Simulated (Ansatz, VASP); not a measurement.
**Cu in VASP and in Ansatz**

```xyz
1
Lattice="0.0000 1.7646 1.7646 1.7646 0.0000 1.7646 1.7646 1.7646 0.0000" Properties=species:S:1:pos:R:3 pbc="T T T"
Cu    0.0000    0.0000    0.0000
```

Alike in both runs: functional r2SCAN; k mesh 10 × 10 × 10; occupations gaussian, width 0.1 eV; no spin polarisation.

Ansatz relaxed the structure, and its values are those at the end. VASP's run is a single point on that final structure, the one shown.

|  | VASP | Ansatz |
| --- | --- | --- |
| version | VASP 6.6.1 | Ansatz 0.2.0 |
| potentials or method | VASP PAW PBE potentials, release 64 (Cu) | scalar-relativistic, plane waves, PAW |
| plane-wave cutoff (eV) | 520 | 500 |
| valence electrons in the cell | 11 | 19 |

```tsv
	VASP	Ansatz	Ansatz less VASP
gap on the k mesh at the Fermi level (eV)	none	none	-
pressure (GPa)	7.9	7.2	-0.73
```

A gap of «none» marks a metal or a gap that the smearing closes. With one functional, cell and mesh, what is left measures potentials, basis and numerics. The two sets of potentials don't hold the same shells in valence.

Caveats: the PAW data sets were made with another functional, which shifts forces and pressure a little (VASP).
